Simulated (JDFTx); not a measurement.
# Al (Fm-3m) in JDFTx: equation of state

How stiff is Al in PBEsol, and what volume does it want? The cell is scaled to several volumes.

Program: JDFTx 1.7.0 (patched build). These are calculated values, not measurements. Logs are shortened: lines on timing, memory, paths and dates and some standing lists are left out, and cuts for length are marked. The log counts tension as positive stress, the text compression.

**The experiment to reproduce.**

From “The interpretation of polycrystalline coherent inelastic neutron scattering from aluminium”, 2013, pmc:3831299, for a bulk crystal of Al: bulk modulus 76.9 GPa.

The results are compared with them further down.

### 1 The structure

Symmetry: Fm-3m, No. 225, cubic system. Conventional cell: a = 4.050 Å, b = 4.050 Å, c = 4.050 Å, α = 90.00°, β = 90.00°, γ = 90.00°. Al (site symmetry m-3m) is surrounded by 12 Al at 2.86 Å.

### 2 Equation of state, PBEsol, 15.61 Å³/atom (volume scaled by 0.94)

Al.in

```
lattice \
    0.0000000000     3.7482166844     3.7482166844 \
    3.7482166844     0.0000000000     3.7482166844 \
    3.7482166844     3.7482166844     0.0000000000
coords-type Lattice
ion Al     0.0000000000     0.0000000000     0.0000000000 1

ion-species pseudo/Al.upf
elec-cutoff 20
elec-ex-corr gga-PBEsol
kpoint-folding 11 11 11
elec-smearing Fermi 0.0018374661
elec-n-bands 6
electronic-SCF nIterations 100 energyDiffThreshold 1e-09
electronic-minimize nIterations 30 energyDiffThreshold 1e-7
forces-output-coords Cartesian

dump-name run.$VAR
dump End Ecomponents EigStats BandEigs Kpoints Forces Stress
```

Potentials or basis: PseudoDojo-SR-PBEsol-0.4.1-standard with smoothed tails.

Launch:

```sh
$ jdftx -c 1 -i Al.in -o Al.out
```

Output:

```text
*************** JDFTx 1.7.0 (patched build) ***************

Input parsed successfully to the following command list (including defaults):
[... the input with its defaults ...]

---------- Setting up symmetries ----------

Found 48 point-group symmetries of the bravais lattice
Found 48 space-group symmetries with basis
Applied RMS atom displacement 0 bohrs to make symmetries exact.

---------- Initializing the Grid ----------
R =
[            0      3.74822      3.74822  ]
[      3.74822            0      3.74822  ]
[      3.74822      3.74822            0  ]
unit cell volume = 105.318
G =
[  -0.838157   0.838157   0.838157  ]
[   0.838157  -0.838157   0.838157  ]
[   0.838157   0.838157  -0.838157  ]
Minimum fftbox size, Smin = [  24  24  24  ]
Chosen fftbox size, S = [  24  24  24  ]

---------- Exchange Correlation functional ----------
Initalized PBEsol GGA exchange.
Initalized PBEsol GGA correlation.

---------- Setting up pseudopotentials ----------
Width of ionic core gaussian charges (only for fluid interactions / plotting) set to 0

Reading pseudopotential file 'pseudo/Al.upf':
  'Al' pseudopotential, 'PBESOL' functional
  Generated using ONCVPSP code by D. R. Hamann
  3 valence electrons, 2 orbitals, 6 projectors, 1001 radial grid points, with lMax = 2
    3S    l: 0   occupation:  2.0   eigenvalue: -0.283523
    3P    l: 1   occupation:  1.0   eigenvalue: -0.098840
  Core radius for overlap checks: 1.74 bohrs.

Initialized 1 species with 1 total atoms.

Folded 1 k-points by 11x11x11 to 1331 k-points.

---------- Setting up k-points, bands, fillings ----------
Reduced to 56 k-points under symmetry.
Computing the number of bands and number of electrons
Calculating initial fillings.
nElectrons:   3.000000   nBands: 6   nStates: 56

----- Setting up reduced wavefunction bases (one per k-point) -----
average nbasis = 449.896 , ideal nbasis = 449.928

---------- Setting up ewald sum ----------
Optimum gaussian width for ewald sums = 1.910852 bohr.
Real space sum over 2197 unit cells with max indices [  6  6  6  ]
Reciprocal space sum over 2197 terms with max indices [  6  6  6  ]

---------- Allocating electronic variables ----------
Initializing wave functions:  linear combination of atomic orbitals
Note: number of bands (6) exceeds available atomic orbitals (4)
Al pseudo-atom occupations:   s ( 2 )  p ( 1 )
	FillingsUpdate:  mu: +0.333165106  nElectrons: 3.000000
LCAOMinimize: Iter:   0  F: -2.0723398547032783  |grad|_K:  1.541e-04  alpha:  1.000e+00
	FillingsUpdate:  mu: +0.333189524  nElectrons: 3.000000
LCAOMinimize: Iter:   1  F: -2.0723630488799998  |grad|_K:  1.237e-06  alpha:  9.681e-01  linmin:  5.337e-02  cgtest: -4.366e-01
	FillingsUpdate:  mu: +0.333189483  nElectrons: 3.000000
LCAOMinimize: Iter:   2  F: -2.0723630500955030  |grad|_K:  5.456e-07  alpha:  9.761e-01  linmin:  1.758e-04  cgtest:  4.464e-01
LCAOMinimize: Encountered beta<0, resetting CG.
	FillingsUpdate:  mu: +0.333189396  nElectrons: 3.000000
LCAOMinimize: Iter:   3  F: -2.0723630503845363  |grad|_K:  3.707e-09  alpha:  9.644e-01  linmin: -1.706e-03  cgtest:  1.305e-02
LCAOMinimize: Encountered beta<0, resetting CG.
LCAOMinimize: Converged (|Delta F|<1.000000e-06 for 2 iters).

-------- Electronic minimization -----------
Will mix electronic density at each iteration.
	FillingsUpdate:  mu: +0.333189396  nElectrons: 3.000000
	FillingsUpdate:  mu: +0.310943845  nElectrons: 3.000000
SCF: Cycle:  0   F: -2.098732311123487   dF: -2.637e-02   |Residual|: 7.920e-03   |deigs|: 7.270e-01
	FillingsUpdate:  mu: +0.310761595  nElectrons: 3.000000
SCF: Cycle:  1   F: -2.098959450209892   dF: -2.271e-04   |Residual|: 4.451e-03   |deigs|: 1.113e-02
	FillingsUpdate:  mu: +0.310751189  nElectrons: 3.000000
SCF: Cycle:  2   F: -2.098975031095782   dF: -1.558e-05   |Residual|: 2.294e-04   |deigs|: 2.971e-03
	FillingsUpdate:  mu: +0.310750364  nElectrons: 3.000000
SCF: Cycle:  3   F: -2.098976363910617   dF: -1.333e-06   |Residual|: 1.045e-04   |deigs|: 1.010e-03
	FillingsUpdate:  mu: +0.310750093  nElectrons: 3.000000
SCF: Cycle:  4   F: -2.098976750125500   dF: -3.862e-07   |Residual|: 1.161e-05   |deigs|: 5.497e-04
	FillingsUpdate:  mu: +0.310750265  nElectrons: 3.000000
SCF: Cycle:  5   F: -2.098976826517941   dF: -7.639e-08   |Residual|: 6.991e-06   |deigs|: 4.255e-04
	FillingsUpdate:  mu: +0.310750465  nElectrons: 3.000000
SCF: Cycle:  6   F: -2.098976854638253   dF: -2.812e-08   |Residual|: 1.384e-06   |deigs|: 5.330e-04
	FillingsUpdate:  mu: +0.310750467  nElectrons: 3.000000
SCF: Cycle:  7   F: -2.098976859510873   dF: -4.873e-09   |Residual|: 1.594e-06   |deigs|: 5.697e-04
	FillingsUpdate:  mu: +0.310750554  nElectrons: 3.000000
SCF: Cycle:  8   F: -2.098976861713807   dF: -2.203e-09   |Residual|: 1.205e-06   |deigs|: 1.119e-03
	FillingsUpdate:  mu: +0.310750523  nElectrons: 3.000000
SCF: Cycle:  9   F: -2.098976862025169   dF: -3.114e-10   |Residual|: 1.211e-07   |deigs|: 4.410e-04
	FillingsUpdate:  mu: +0.310750520  nElectrons: 3.000000
SCF: Cycle: 10   F: -2.098976862173786   dF: -1.486e-10   |Residual|: 2.883e-07   |deigs|: 3.977e-04
SCF: Converged (|Delta E|<1.000000e-09 for 2 iters).

Setting wave functions to eigenvectors of Hamiltonian

# Stress tensor in Cartesian coordinates [Eh/a0^3]:
[ -0.000110952            0            0  ]
[            0 -0.000110952            0  ]
[            0            0 -0.000110952  ]

# Ionic positions in lattice coordinates:
ion Al   0.000000000000000   0.000000000000000   0.000000000000000 1

# Forces in Cartesian coordinates:
force Al  -0.000000000000000  -0.000000000000000   0.000000000000000 1

# Energy components:
   Eewald =       -2.7522260678500303
       EH =        0.0039160759681245
     Eloc =        0.2194560599575484
      Enl =        0.4207657693797294
      Exc =       -1.0975921503564361
 Exc_core =        0.2212811374022013
       KE =        0.8855646316590560
-------------------------------------
     Etot =       -2.0988345438398071
       TS =        0.0001423183339785
-------------------------------------
        F =       -2.0989768621737857

IonicMinimize: Iter:   0  F: -2.098976862173786  |grad|_K:  0.000e+00
IonicMinimize: Converged (|grad|_K<1.000000e-04).

#--- Lowdin population analysis ---
# oxidation-state Al +0.046

Dumping 'run.eigStats' ...
	eMin: -0.112559 at state 0 ( [ +0.000000 +0.000000 +0.000000 ] spin 0 )
	HOMO: +0.309178 at state 32 ( [ +0.000000 +0.363636 -0.454545 ] spin 0 )
	mu  : +0.310751
	LUMO: +0.312039 at state 38 ( [ +0.090909 +0.181818 +0.454545 ] spin 0 )
	eMax: +1.006692 at state 28 ( [ +0.000000 +0.272727 -0.363636 ] spin 0 )
	HOMO-LUMO gap: +0.002861
	Optical gap  : +0.029215 at state 32 ( [ +0.000000 +0.363636 -0.454545 ] spin 0 )
Done!
```

Wall time 5.7 s (1 thread of Arm Neoverse V2, shared host); peak memory 0.05 GiB.

What came out:

* Free energy: -57.1161 eV
* Pressure: 3.3 GPa
* Band gap on the k mesh: none (metal or under the smearing width)

### 3 Equation of state, PBEsol, 15.94 Å³/atom (volume scaled by 0.96)

Al.in, as its differences from that of step 2:

```diff
@@ -1,5 +1,5 @@
 lattice \
-    0.0000000000     3.7482166844     3.7482166844 \
-    3.7482166844     0.0000000000     3.7482166844 \
-    3.7482166844     3.7482166844     0.0000000000
+    0.0000000000     3.7746134462     3.7746134462 \
+    3.7746134462     0.0000000000     3.7746134462 \
+    3.7746134462     3.7746134462     0.0000000000
 coords-type Lattice
```

Potentials or basis: PseudoDojo-SR-PBEsol-0.4.1-standard with smoothed tails.

Launch:

```sh
$ jdftx -c 1 -i Al.in -o Al.out
```

Run time: 5.7 s. Hardware: 1 thread of Arm Neoverse V2, shared host; peak memory 0.05 GiB.

Results (log left out):

```
Free energy            : -57.1208 eV
Pressure               : 1.3 GPa
Band gap on the k mesh : none (metal or under the smearing width)
```

### 4 Equation of state, PBEsol, 16.27 Å³/atom (volume scaled by 0.98)

Al.in, as its differences from that of step 3:

```diff
@@ -1,5 +1,5 @@
 lattice \
-    0.0000000000     3.7746134462     3.7746134462 \
-    3.7746134462     0.0000000000     3.7746134462 \
-    3.7746134462     3.7746134462     0.0000000000
+    0.0000000000     3.8006460856     3.8006460856 \
+    3.8006460856     0.0000000000     3.8006460856 \
+    3.8006460856     3.8006460856     0.0000000000
 coords-type Lattice
```

Launch:

```sh
$ jdftx -c 1 -i Al.in -o Al.out
```

It took 5.8 s on 1 thread of Arm Neoverse V2, shared host; peak memory 0.05 GiB.

Results (log left out):

| Property | Result |
| --- | --- |
| Free energy | -57.1216 eV |
| Pressure | -0.5 GPa |
| Band gap on the k mesh | none (metal or under the smearing width) |

### 5 Equation of state, PBEsol, 16.60 Å³/atom

Al.in, as its differences from that of step 4:

```diff
@@ -1,5 +1,5 @@
 lattice \
-    0.0000000000     3.8006460856     3.8006460856 \
-    3.8006460856     0.0000000000     3.8006460856 \
-    3.8006460856     3.8006460856     0.0000000000
+    0.0000000000     3.8263269058     3.8263269058 \
+    3.8263269058     0.0000000000     3.8263269058 \
+    3.8263269058     3.8263269058     0.0000000000
 coords-type Lattice
```

Launch:

```sh
$ jdftx -c 1 -i Al.in -o Al.out
```

It took 5.8 s on 1 thread of Arm Neoverse V2, shared host; peak memory 0.05 GiB.

It converged, with:

```yaml
Free_energy: -57.1190 eV
Pressure: -2.1 GPa
Band_gap_on_the_k_mesh: none (metal or under the smearing width)
```

### 6 Equation of state, PBEsol, 16.93 Å³/atom (volume scaled by 1.02)

Al.in, as its differences from that of step 5:

```diff
@@ -1,5 +1,5 @@
 lattice \
-    0.0000000000     3.8263269058     3.8263269058 \
-    3.8263269058     0.0000000000     3.8263269058 \
-    3.8263269058     3.8263269058     0.0000000000
+    0.0000000000     3.8516675575     3.8516675575 \
+    3.8516675575     0.0000000000     3.8516675575 \
+    3.8516675575     3.8516675575     0.0000000000
 coords-type Lattice
```

Potentials or basis: PseudoDojo-SR-PBEsol-0.4.1-standard with smoothed tails.

Launch:

```sh
$ jdftx -c 1 -i Al.in -o Al.out
```

Wall time 5.9 s (1 thread of Arm Neoverse V2, shared host); peak memory 0.05 GiB.

Results (log left out):

| Property | Result |
| --- | --- |
| Free energy | -57.1132 eV |
| Pressure | -3.5 GPa |
| Band gap on the k mesh | none (metal or under the smearing width) |

### 7 Equation of state, PBEsol, 17.27 Å³/atom (volume scaled by 1.04)

Al.in, as its differences from that of step 6:

```diff
@@ -1,5 +1,5 @@
 lattice \
-    0.0000000000     3.8516675575     3.8516675575 \
-    3.8516675575     0.0000000000     3.8516675575 \
-    3.8516675575     3.8516675575     0.0000000000
+    0.0000000000     3.8766790868     3.8766790868 \
+    3.8766790868     0.0000000000     3.8766790868 \
+    3.8766790868     3.8766790868     0.0000000000
 coords-type Lattice
```

Launch:

```sh
$ jdftx -c 1 -i Al.in -o Al.out
```

Wall time 5.8 s (1 thread of Arm Neoverse V2, shared host); peak memory 0.05 GiB.

It converged, with:

```yaml
Free_energy: -57.1047 eV
Pressure: -4.7 GPa
Band_gap_on_the_k_mesh: none (metal or under the smearing width)
```

### 8 Equation of state, PBEsol, 17.60 Å³/atom (volume scaled by 1.06)

Al.in, as its differences from that of step 7:

```diff
@@ -1,5 +1,5 @@
 lattice \
-    0.0000000000     3.8766790868     3.8766790868 \
-    3.8766790868     0.0000000000     3.8766790868 \
-    3.8766790868     3.8766790868     0.0000000000
+    0.0000000000     3.9013719759     3.9013719759 \
+    3.9013719759     0.0000000000     3.9013719759 \
+    3.9013719759     3.9013719759     0.0000000000
 coords-type Lattice
```

Potentials or basis: PseudoDojo-SR-PBEsol-0.4.1-standard with smoothed tails.

Launch:

```sh
$ jdftx -c 1 -i Al.in -o Al.out
```

Output:

```text
*************** JDFTx 1.7.0 (patched build) ***************

Input parsed successfully to the following command list (including defaults):
[... the input with its defaults ...]

---------- Setting up symmetries ----------

Found 48 point-group symmetries of the bravais lattice
Found 48 space-group symmetries with basis
Applied RMS atom displacement 0 bohrs to make symmetries exact.

---------- Initializing the Grid ----------
R =
[            0      3.90137      3.90137  ]
[      3.90137            0      3.90137  ]
[      3.90137      3.90137            0  ]
unit cell volume = 118.763
G =
[  -0.805253   0.805253   0.805253  ]
[   0.805253  -0.805253   0.805253  ]
[   0.805253   0.805253  -0.805253  ]
Minimum fftbox size, Smin = [  24  24  24  ]
Chosen fftbox size, S = [  24  24  24  ]

---------- Exchange Correlation functional ----------
Initalized PBEsol GGA exchange.
Initalized PBEsol GGA correlation.

---------- Setting up pseudopotentials ----------
Width of ionic core gaussian charges (only for fluid interactions / plotting) set to 0

Reading pseudopotential file 'pseudo/Al.upf':
  'Al' pseudopotential, 'PBESOL' functional
  Generated using ONCVPSP code by D. R. Hamann
  3 valence electrons, 2 orbitals, 6 projectors, 1001 radial grid points, with lMax = 2
    3S    l: 0   occupation:  2.0   eigenvalue: -0.283523
[... 47 lines left out ...]
	FillingsUpdate:  mu: +0.265978815  nElectrons: 3.000000
SCF: Cycle:  3   F: -2.098155267338810   dF: -1.140e-06   |Residual|: 1.214e-04   |deigs|: 5.651e-04
	FillingsUpdate:  mu: +0.265979945  nElectrons: 3.000000
SCF: Cycle:  4   F: -2.098155620881689   dF: -3.535e-07   |Residual|: 1.740e-05   |deigs|: 6.690e-04
	FillingsUpdate:  mu: +0.265980481  nElectrons: 3.000000
SCF: Cycle:  5   F: -2.098155678326218   dF: -5.744e-08   |Residual|: 7.249e-06   |deigs|: 3.020e-04
	FillingsUpdate:  mu: +0.265980838  nElectrons: 3.000000
SCF: Cycle:  6   F: -2.098155700586907   dF: -2.226e-08   |Residual|: 1.774e-06   |deigs|: 3.626e-04
	FillingsUpdate:  mu: +0.265980852  nElectrons: 3.000000
SCF: Cycle:  7   F: -2.098155704035416   dF: -3.449e-09   |Residual|: 1.465e-06   |deigs|: 2.210e-04
	FillingsUpdate:  mu: +0.265980867  nElectrons: 3.000000
SCF: Cycle:  8   F: -2.098155705662979   dF: -1.628e-09   |Residual|: 1.402e-06   |deigs|: 1.620e-04
	FillingsUpdate:  mu: +0.265980896  nElectrons: 3.000000
SCF: Cycle:  9   F: -2.098155705860062   dF: -1.971e-10   |Residual|: 1.037e-06   |deigs|: 6.311e-05
	FillingsUpdate:  mu: +0.265980964  nElectrons: 3.000000
SCF: Cycle: 10   F: -2.098155705968468   dF: -1.084e-10   |Residual|: 6.500e-07   |deigs|: 1.597e-04
SCF: Converged (|Delta E|<1.000000e-09 for 2 iters).

Setting wave functions to eigenvectors of Hamiltonian

# Stress tensor in Cartesian coordinates [Eh/a0^3]:
[  0.000199307            0            0  ]
[            0  0.000199307            0  ]
[            0            0  0.000199307  ]

# Ionic positions in lattice coordinates:
ion Al   0.000000000000000   0.000000000000000   0.000000000000000 1

# Forces in Cartesian coordinates:
force Al   0.000000000000000   0.000000000000000  -0.000000000000000 1

# Energy components:
   Eewald =       -2.6441825415471336
       EH =        0.0034394509927991
     Eloc =        0.1589957057355532
      Enl =        0.4069622076151413
      Exc =       -1.0657146017607935
 Exc_core =        0.2212785292139140
       KE =        0.8212178741955355
-------------------------------------
     Etot =       -2.0980033755549847
       TS =        0.0001523304134831
-------------------------------------
        F =       -2.0981557059684679

IonicMinimize: Iter:   0  F: -2.098155705968468  |grad|_K:  0.000e+00
IonicMinimize: Converged (|grad|_K<1.000000e-04).

#--- Lowdin population analysis ---
# oxidation-state Al +0.042

Dumping 'run.eigStats' ...
	eMin: -0.127601 at state 0 ( [ +0.000000 +0.000000 +0.000000 ] spin 0 )
	HOMO: +0.257176 at state 44 ( [ +0.090909 +0.272727 -0.272727 ] spin 0 )
	mu  : +0.265981
	LUMO: +0.266169 at state 32 ( [ +0.000000 +0.363636 -0.454545 ] spin 0 )
	eMax: +0.911976 at state 28 ( [ +0.000000 +0.272727 -0.363636 ] spin 0 )
	HOMO-LUMO gap: +0.008993
	Optical gap  : +0.046010 at state 55 ( [ +0.181818 +0.454545 -0.272727 ] spin 0 )
Done!
[note: the HOMO, LUMO and gaps printed at the end count levels as full or empty at half filling, so they show a gap where a level is partly filled]
```

It took 5.9 s on 1 thread of Arm Neoverse V2, shared host; peak memory 0.05 GiB.

What came out:

| Quantity | Value |
| --- | --- |
| Free energy | -57.0937 eV |
| Pressure | -5.9 GPa |
| Band gap on the k mesh | none (metal or under the smearing width) |

### 9 Equation of state, PBEsol

Potentials or basis: PseudoDojo-SR-PBEsol-0.4.1-standard with smoothed tails.

No new run: the results of the series are fitted here.

What came out:

| Item | Value |
| --- | --- |
| Equilibrium volume | 16.18 Å³/atom |
| Bulk modulus | 84 GPa |
| Pressure derivative of the bulk modulus | 4.5 |

Energy against volume, from the lowest point:
```tsv
volume (Å³/atom)	energy (meV/atom)
15.607	5.55
15.939	0.84
16.271	0.00
16.603	2.63
16.935	8.38
17.267	16.90
17.599	27.90
```

### 10 Against experiment

Step 9. A measured bulk modulus of Al is 76.9 GPa (quoted in “The interpretation of polycrystalline coherent inelastic neutron scattering from aluminium”, 2013, pmc:3831299); the calculated 84 GPa misses it by +9.3 %. The fit is for a static lattice scaled at fixed shape and fixed fractional positions. The cell as given is a measured one (16.60 Å³/atom); PBEsol puts the equilibrium volume -2.5 % from it, thermal expansion not counted.
